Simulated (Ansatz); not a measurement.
# HRu12: the cost of one run

Method: DFT PBE+D3(BJ), plane waves, PAW, scalar-relativistic, no spin polarisation, in Ansatz 0.2.0.

1 further run of the same task is left out (set aside as unsound or not needed).

### 1 The starting structure

The cell holds 13 atoms (HRu12): a = 5.400 Å, b = 8.100 Å, c = 4.277 Å, α = 90.00°, β = 90.00°, γ = 120.00°.

Coordinates:

```
CELL_PARAMETERS angstrom
5.40000 0.00000 0.00000
-4.05000 7.01481 0.00000
0.00000 0.00000 4.27680
ATOMIC_POSITIONS crystal
Ru 0.00000 0.00000 0.00000
Ru 0.16667 0.22222 0.50000
Ru 0.00000 0.33333 0.00000
Ru 0.16667 0.55556 0.50000
Ru 0.00000 0.66667 0.00000
Ru 0.16667 0.88889 0.50000
Ru 0.50000 0.00000 0.00000
Ru 0.66667 0.22222 0.50000
Ru 0.50000 0.33333 0.00000
Ru 0.66667 0.55556 0.50000
Ru 0.50000 0.66667 0.00000
Ru 0.66667 0.88889 0.50000
H 0.84170 0.44976 0.75277
```

### 2 Relaxing the start

The input, input.yaml:

```yaml
crystal:
  lattice:
    - [5.4, 0.0, 0.0]
    - [-4.05, 7.014806, 0.0]
    - [0.0, 0.0, 4.2768]
  atoms:
    - { symbol: Ru, position: [0.0, 0.0, 0.0] }
    - { symbol: Ru, position: [0.1666667, 0.2222222, 0.5] }
    - { symbol: Ru, position: [0.0, 0.3333333, 0.0] }
    - { symbol: Ru, position: [0.1666667, 0.5555556, 0.5] }
    - { symbol: Ru, position: [0.0, 0.6666667, 0.0] }
    - { symbol: Ru, position: [0.1666667, 0.8888889, 0.5] }
    - { symbol: Ru, position: [0.5, 0.0, 0.0] }
    - { symbol: Ru, position: [0.6666667, 0.2222222, 0.5] }
    - { symbol: Ru, position: [0.5, 0.3333333, 0.0] }
    - { symbol: Ru, position: [0.6666667, 0.5555556, 0.5] }
    - { symbol: Ru, position: [0.5, 0.6666667, 0.0] }
    - { symbol: Ru, position: [0.6666667, 0.8888889, 0.5] }
    - { symbol: H, position: [0.8417024, 0.4497579, 0.7527734] }
basis:
  ecutwfc: 420.0
kpoints:
  mp_grid: { grid: [2, 2, 3] }
hamiltonian:
  xc: pbe
  dispersion: d3bj
scf:
  occupations: { method: fermi_dirac, width: 0.05 }
  lower_state_search: "off"
relax:
  f_tol: 0.08
  max_steps: 25
  adjacent_minimum: "off"
```

On the command line:

```sh
$ ansatz run input.yaml --threads 2 --pin off --max-ram 5120MiB --backend cpu --events-out ev --progress --plain --runs-dir out
```

**Question.** How long does this run take on 2 threads of Intel Xeon Platinum 8259CL at 2.50GHz (Skylake/Cascade Lake), shared host, and how much memory does it need?

About 14 s, with a peak of 0.63 GiB.
